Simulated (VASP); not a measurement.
# GaN: relaxation of the atoms, by relaxation method

GaN, slab, 14 atoms in the cell. PBE, relaxation of the atoms; PAW potentials Ga_d, N (PBE set).

| Relaxation method | Ionic steps | Electronic steps | Largest force left (eV/Å) | Energy gained (eV/atom) | Time (s) |
|---|---|---|---|---|---|
| conjugate gradient, POTIM 0.5 | 27 | 240 | 0.0151 | -0.0955 | 621 |
| quasi-Newton, POTIM 0.5 | 13 | 174 | 0.0195 | -0.0955 | 403 |
| damped dynamics, POTIM 0.2, SMASS 0.4 | 25 | 299 | 0.0154 | -0.0955 | 720 |

## Input of the first row

INCAR:
```
SYSTEM = GaN
PREC = Normal
ENCUT = 500
EDIFF = 1E-6
ISMEAR = 1
SIGMA = 0.1
LREAL = .FALSE.
LASPH = .TRUE.
NELM = 100
ALGO = Normal
LWAVE = .FALSE.
LCHARG = .FALSE.
IBRION = 2
NSW = 150
ISIF = 2
EDIFFG = -0.02
POTIM = 0.5
KPAR = 8
```

KPOINTS:
```
k-points
0
Gamma
  7 5 1
```

POSCAR:
```
GaN
1.0
    3.1869311219      0.0000000000      0.0000000000
    0.0000000000      4.5070012150      0.0000000000
    0.0000000000      0.0000000000     24.5607933658
Ga N
7 7
Selective dynamics
Direct
    0.5000000000      0.5000000000      0.3053650000  F F F
    0.0000000000      0.0000000000      0.3702430000  F F F
    0.5000000000      0.5000000000      0.4351220000  F F F
    0.0063940000      0.0004370000      0.5015420000  T T T
    0.4839900000      0.4974960000      0.5635180000  T T T
    0.0130190000      0.0006110000      0.6289320000  T T T
    0.4830020000      0.4960460000      0.6946580000  T T T
    0.0000000000      0.2500000000      0.3053650000  F F F
    0.5000000000      0.7500000000      0.3702430000  F F F
    0.0000000000      0.2500000000      0.4351220000  F F F
    0.5460410000      0.7329060000      0.4989350000  T T T
    0.0444090000      0.2599410000      0.5667490000  T T T
    0.4888260000      0.7246660000      0.6302290000  T T T
    0.0023700000      0.2311330000      0.6927080000  T T T
```

Commands:
```
cat potpaw_PBE.64/Ga_d/POTCAR potpaw_PBE.64/N/POTCAR > POTCAR
mpirun -np 8 vasp_std > vasp.out
```

Changes of the last row against the first:
```
- IBRION = 2
- POTIM = 0.5
+ IBRION = 3
+ POTIM = 0.2
+ SMASS = 0.4
```

VASP 6.6.1 took 621 s on 8 cores (Intel Xeon 6975P-C (Granite Rapids)), a shared host.
